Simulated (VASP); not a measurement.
Crystal: AlN.

```
Al N
1.0
     3.11300    0.00000    0.00000
    -1.55650    2.69594    0.00000
     0.00000    0.00000    4.98100
Al N
2 2
Direct
  0.33333 0.66667 0.00000
  0.66667 0.33333 0.50000
  0.33333 0.66667 0.38000
  0.66667 0.33333 0.88000
```

| Item | Value |
| --- | --- |
| Program | VASP 6.6.1 |
| Task | relaxation of cell and atoms |
| Functional | PBE |
| Potentials or basis | VASP PAW PBE potentials, release 64 (Al, N) |
| Cutoff | 520 eV |
| k mesh | 3 × 3 × 1 |
| Occupations | gaussian, width 0.02 eV |
| Spin | no spin polarisation |

At the start: pressure 3.5 GPa; volume 10.45 Å³/atom.

Task: How do energy, volume and symmetry change on relaxing?

Result: Over 7 steps the energy falls by 5.8 meV/atom and the volume is 10.61 Å³/atom (+1.5 %); space group P6_3mc (No. 186, to 0.05 Å).

The path:
```tsv
step	energy change (eV)	largest force (eV/Å)	pressure (GPa)	volume (Å³)
1	0.0000	0.2111	3.50	41.80
2	-0.0136	0.0968	-3.18	43.20
3	-0.0171	0.1324	-1.17	42.76
4	-0.0227	0.0536	-0.34	42.54
5	-0.0234	0.0182	0.07	42.43
6	-0.0234	0.0184	-0.06	42.46
7	-0.0234	0.0005	0.01	42.45
```

Final structure:
```cif
data_structure
_symmetry_space_group_name_H-M 'P 1'
_symmetry_Int_Tables_number 1
_cell_length_a 3.1518
_cell_length_b 3.1518
_cell_length_c 4.9339
_cell_angle_alpha 90.000
_cell_angle_beta 90.000
_cell_angle_gamma 120.000
_cell_volume 42.45
loop_
_atom_site_label
_atom_site_type_symbol
_atom_site_fract_x
_atom_site_fract_y
_atom_site_fract_z
_atom_site_occupancy
Al1 Al 0.33333 0.66667 0.99619 1
Al2 Al 0.66667 0.33333 0.49619 1
N1 N 0.33333 0.66667 0.38381 1
N2 N 0.66667 0.33333 0.88381 1
```

Caveat: the k mesh is coarse (spacing up to 1.26 Å⁻¹), so the values aren't converged.
